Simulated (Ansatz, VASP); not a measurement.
## One calculation of Ca, two programs

```xyz
2
Lattice="3.9307 0.0000 0.0000 -1.9654 3.4041 0.0000 0.0000 0.0000 29.0046" Properties=species:S:1:pos:R:3 pbc="T T T"
Ca    0.0000    2.2694    8.9742
Ca    1.9654    1.1347    6.0258
```

Alike in both runs: functional PBE; k mesh 6 × 6 × 1; occupations gaussian, width 0.1 eV; no spin polarisation.

Ansatz relaxed the structure, and its values are those at the end. VASP's run is a single point on that final structure, the one shown.

|  | VASP | Ansatz |
| --- | --- | --- |
| version | VASP 6.6.1 | Ansatz 0.2.0 |
| potentials or method | VASP PAW PBE potentials, release 64 (Ca_sv) | scalar-relativistic, plane waves, PAW |
| plane-wave cutoff (eV) | 520 | 420 |
| valence electrons in the cell | 20 | 20 |

|  | VASP | Ansatz | Ansatz less VASP |
| --- | --- | --- | --- |
| gap on the k mesh at the Fermi level (eV) | none | none | - |
| rms of the force components (eV/Å) | 0.006 | 0.003 | -0.0028 |

A gap of «none» marks a metal or a gap that the smearing closes. With one functional, cell and mesh, what is left measures potentials, basis and numerics. Ansatz warned: «slab_cell_height_set».
